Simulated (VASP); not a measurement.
A run of VASP 6.6.1:

INCAR

```
SYSTEM = CaF2
PREC = Accurate ; ENCUT = 600
EDIFF = 1E-6 ; ISMEAR = 0
SIGMA = 0.02 ; LREAL = .FALSE.
LASPH = .TRUE. ; NELM = 60
ALGO = Normal ; ISIF = 3
LWAVE = .FALSE. ; LCHARG = .FALSE.
GGA = PS ; IBRION = 2
NSW = 70 ; EDIFFG = -0.005
```

KPOINTS

```
Automatic mesh
0
G
  8 8 8
  0 0 0
```

POSCAR

```
CaF2
1.0
    0.0000000000      2.7552132234      2.7552132234
    2.7552132234      0.0000000000      2.7552132234
    2.7552132234      2.7552132234      0.0000000000
Ca F
1 2
Direct
    0.0000000000      0.0000000000      0.0000000000
    0.2500000000      0.2500000000      0.2500000000
    0.7500000000      0.7500000000      0.7500000000
```

Potentials or basis: VASP PAW PBE potentials, release 64 (Ca_sv, F).

Launch:

```console
$ cat potpaw_PBE.64/Ca_sv/POTCAR potpaw_PBE.64/F/POTCAR > POTCAR
$ mpirun -np 1 vasp_std > vasp.out
```

Hardware: 1 thread of Intel(R) Xeon(R) Platinum 8488C (Sapphire Rapids), with other jobs on the host.

Task: Estimate the wall time of this run.

Result: It took 31 s on 1 thread of Intel(R) Xeon(R) Platinum 8488C (Sapphire Rapids), with other jobs on the host, peak memory 0.19 GiB. Counts: scf iterations 27, k points 29, ion steps 3.
